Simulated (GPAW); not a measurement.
SnTe, 2 atoms in the cell. The structure is cubic, space group F-43m (No. 216). Conventional cell: a = 7.222 Å, b = 7.222 Å, c = 7.222 Å, α = 90.00°, β = 90.00°, γ = 90.00°. Te (site symmetry -43m) is surrounded by 4 Sn at 3.13 Å. Sn (site symmetry -43m) is surrounded by 4 Te at 3.13 Å. Measurements of this composition are mostly on another form, of space group No. 225.

```yaml
Program: GPAW 26.7.0
Task: single point
Functional: LDA
Potentials_or_basis: the program's PAW data sets (release 1.2.1) made for this functional
Cutoff: 450 eV
Basis: pw
k_mesh: 5 × 5 × 5
Occupations: fermi-dirac, width 0.05 eV
Spin: no spin polarisation
Maxiter: 120
Convergence: default
```

Potentials or basis: the program's PAW data sets (release 1.2.1) made for this functional, pw.

Launch:

```sh
$ OMP_NUM_THREADS=1 python run.py
```

Hardware: 1 thread of Arm Neoverse V2, with other jobs on the host.

Task: How long does it take, and how much memory?

Result: Wall time 5.2 s on 1 thread of Arm Neoverse V2 (shared host), peak memory 0.14 GiB. Counts: scf iterations 8, plane waves 2085, bands 19, k points 10.
